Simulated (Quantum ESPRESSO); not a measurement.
# TePb (Pm-3m) in Quantum ESPRESSO: equation of state, part 2 of 2

Quantum ESPRESSO 7.5.

## (8) Single point, PBE, 33.98 Å³/atom

File pw.in:

```
&CONTROL
  calculation = 'scf'
  prefix = 'pwscf'
  outdir = './tmp'
  pseudo_dir = './pseudo'
  tprnfor = .true.
  tstress = .true.
  disk_io = 'nowf'
/
&SYSTEM
  ibrav = 0
  nat = 2
  ntyp = 2
  ecutwfc = 55
  ecutrho = 440
  nbnd = 16
  occupations = 'smearing'
  smearing = 'fd'
  degauss = 0.00367493
/
&ELECTRONS
  conv_thr = 4d-10
  electron_maxstep = 120
  mixing_beta = 0.5
/
ATOMIC_SPECIES
Pb   207.2000 Pb.pbe-dn-kjpaw_psl.0.2.2.UPF
Te   127.6000 Te_pbe_v1.uspp.F.UPF
CELL_PARAMETERS angstrom
   4.0807831442    0.0000000000    0.0000000000
   0.0000000000    4.0807831442    0.0000000000
   0.0000000000    0.0000000000    4.0807831442
ATOMIC_POSITIONS crystal
Pb     0.0000000000    0.0000000000    0.0000000000
Te     0.5000000000    0.5000000000    0.5000000000
K_POINTS automatic
7 7 7 0 0 0
```

Potentials or basis: SSSP 1.3 efficiency PBE.

Launch:

```bash
$ OMP_NUM_THREADS=1 pw.x -in pw.in > pw.out
```

pw.out:

```text
This program is part of the open-source Quantum ESPRESSO suite
     for quantum simulation of materials; please cite
         "P. Giannozzi et al., J. Phys.:Condens. Matter 21 395502 (2009);
         "P. Giannozzi et al., J. Phys.:Condens. Matter 29 465901 (2017);
         "P. Giannozzi et al., J. Chem. Phys. 152 154105 (2020);
     in publications or presentations arising from this work. More details at

     file Pb.pbe-dn-kjpaw_psl.0.2.2.UPF: wavefunction(s)  6S renormalized
     Message from routine setup:
     using ibrav=0 with symmetry is DISCOURAGED, use correct ibrav instead

     G-vector sticks info
     --------------------
     sticks:   dense  smooth     PW     G-vecs:    dense   smooth      PW
     Sum        2085    1041    293                71591    25341    3911

     Using Slab Decomposition

     bravais-lattice index     =            0
     lattice parameter (alat)  =       7.7116  a.u.
     unit-cell volume          =     458.5927 (a.u.)^3
     number of atoms/cell      =            2
     number of atomic types    =            2
     number of electrons       =        20.00
     number of Kohn-Sham states=           16
     kinetic-energy cutoff     =      55.0000  Ry
     charge density cutoff     =     440.0000  Ry
     scf convergence threshold =      4.0E-10
     mixing beta               =       0.5000
     number of iterations used =            8  plain     mixing
     Exchange-correlation= SLA  PW   PBE  PBE
                           (   1   4   3   4   0   0   0)

     celldm(1)=   7.711563  celldm(2)=   0.000000  celldm(3)=   0.000000
     celldm(4)=   0.000000  celldm(5)=   0.000000  celldm(6)=   0.000000

     crystal axes: (cart. coord. in units of alat)
               a(1) = (   1.000000   0.000000   0.000000 )
               a(2) = (   0.000000   1.000000   0.000000 )
               a(3) = (   0.000000   0.000000   1.000000 )

     reciprocal axes: (cart. coord. in units 2 pi/alat)
               b(1) = (  1.000000  0.000000  0.000000 )
               b(2) = (  0.000000  1.000000  0.000000 )
               b(3) = (  0.000000  0.000000  1.000000 )

     PseudoPot. # 1 for Pb read from file:
     Pb.pbe-dn-kjpaw_psl.0.2.2.UPF
     Pseudo is Projector augmented-wave + core cor, Zval = 14.0
     Generated using "atomic" code by A. Dal Corso  v.5.0.99 svn rev. 10869
     Shape of augmentation charge: PSQ
     Using radial grid of 1281 points,  6 beta functions with:
                l(1) =   0
                l(2) =   0
                l(3) =   1
                l(4) =   1
                l(5) =   2
                l(6) =   2
     Q(r) pseudized with 0 coefficients

     PseudoPot. # 2 for Te read from file:
     Te_pbe_v1.uspp.F.UPF
     Pseudo is Ultrasoft + core correction, Zval =  6.0
     Generated by new atomic code, or converted to UPF format
     Using radial grid of  891 points,  5 beta functions with:
                l(1) =   0
                l(2) =   0
                l(3) =   1
                l(4) =   1
                l(5) =   2
     Q(r) pseudized with  6 coefficients,  rinner =    1.800   1.800   1.800
                                                       1.800   1.800

     atomic species   valence    mass     pseudopotential
     Pb               14.00   207.20000     Pb( 1.00)
     Te                6.00   127.60000     Te( 1.00)

     48 Sym. Ops., with inversion, found

   Cartesian axes

     site n.     atom                  positions (alat units)
         1        Pb     tau(   1) = (   0.0000000   0.0000000   0.0000000  )
         2        Te     tau(   2) = (   0.5000000   0.5000000   0.5000000  )

     number of k points=    20  Fermi-Dirac smearing, width (Ry)=  0.0037
                       cart. coord. in units 2pi/alat
        k(    1) = (   0.0000000   0.0000000   0.0000000), wk =   0.0058309
        k(    2) = (   0.0000000   0.0000000   0.1428571), wk =   0.0349854
        k(    3) = (   0.0000000   0.0000000   0.2857143), wk =   0.0349854
        k(    4) = (   0.0000000   0.0000000   0.4285714), wk =   0.0349854
        k(    5) = (   0.0000000   0.1428571   0.1428571), wk =   0.0699708
        k(    6) = (   0.0000000   0.1428571   0.2857143), wk =   0.1399417
[... 12 lines left out ...]
        k(   19) = (   0.2857143   0.4285714   0.4285714), wk =   0.1399417
        k(   20) = (   0.4285714   0.4285714   0.4285714), wk =   0.0466472

     Dense  grid:    71591 G-vectors     FFT dimensions: (  54,  54,  54)

     Smooth grid:    25341 G-vectors     FFT dimensions: (  40,  40,  40)

     Initial potential from superposition of free atoms

     starting charge      19.9974, renormalised to      20.0000
     Starting wfcs are   13 randomized atomic wfcs +    3 random wfcs

     Self-consistent Calculation

     iteration #  1     ecut=    55.00 Ry     beta= 0.50
     Davidson diagonalization with overlap
     ethr =  1.00E-02,  avg # of iterations =  5.3

     Threshold (ethr) on eigenvalues was too large:
     Diagonalizing with lowered threshold

     Davidson diagonalization with overlap
     ethr =  3.67E-04,  avg # of iterations =  4.0

     total energy              =    -897.05246050 Ry
     estimated scf accuracy    <       0.07301631 Ry
[... 78 lines left out ...]
     iteration # 13     ecut=    55.00 Ry     beta= 0.50
     Davidson diagonalization with overlap
     ethr =  9.01E-12,  avg # of iterations =  5.2

     End of self-consistent calculation

          k = 0.0000 0.0000 0.0000 (  3119 PWs)   bands (ev):

    -9.6333  -9.6333  -9.5643  -9.5643  -9.5643  -4.2304   0.6095   6.1432
     6.1432   6.1432  11.6176  11.6176  12.4479  12.4479  12.4479  16.8120
[... 93 lines left out ...]
    -9.6041  -9.6029  -9.6029  -9.5478  -9.5478  -2.1387   0.1822   4.8631
     5.1446   5.1446   7.0604   7.0604   7.7790  18.9121  19.6556  19.6556

     the Fermi energy is     7.5954 ev

!    total energy              =    -897.07931092 Ry
     estimated scf accuracy    <          3.4E-10 Ry
     smearing contrib. (-TS)   =      -0.00085300 Ry
     internal energy E=F+TS    =    -897.07845793 Ry

     The total energy is F=E-TS. E is the sum of the following terms:
     one-electron contribution =     -41.51245867 Ry
     hartree contribution      =      34.38444918 Ry
     xc contribution           =     -58.68712843 Ry
     ewald contribution        =    -102.82977756 Ry
     one-center paw contrib.   =    -728.43354244 Ry

     convergence has been achieved in  13 iterations

     Forces acting on atoms (cartesian axes, Ry/au):

     atom    1 type  1   force =     0.00000000    0.00000000    0.00000000
     atom    2 type  2   force =     0.00000000    0.00000000    0.00000000

     Total force =     0.000000     Total SCF correction =     0.000000

     Computing stress (Cartesian axis) and pressure

          total   stress  (Ry/bohr**3)                   (kbar)     P=      -22.19
  -0.00015086   0.00000000   0.00000000          -22.19        0.00        0.00
   0.00000000  -0.00015086   0.00000000            0.00      -22.19        0.00
   0.00000000   0.00000000  -0.00015086            0.00        0.00      -22.19

=------------------------------------------------------------------------------=
   JOB DONE.
=------------------------------------------------------------------------------=
```

It took 46 s on 1 thread of Intel Xeon at 2.70GHz, shared host; peak memory 0.3 GiB.

What came out:

```yaml
Free_energy: -12205.3858 eV
Pressure: -2.2 GPa
Band_gap_on_the_k_mesh: none (metal or under the smearing width)
```

## (9) Equation of state, PBE

Potentials or basis: SSSP 1.3 efficiency PBE.

No new run: the results of the series are fitted here.

What came out:

- Equilibrium volume: 32.00 Å³/atom
- Bulk modulus: 40 GPa
- Pressure derivative of the bulk modulus: 3.9

Energy against volume, from the lowest point:
```
volume (Å³/atom)  energy (meV/atom)
          30.132              15.14
          30.773               6.31
          31.414               1.38
          32.055               0.00
          32.696               1.82
          33.337               6.56
          33.978              13.93
```
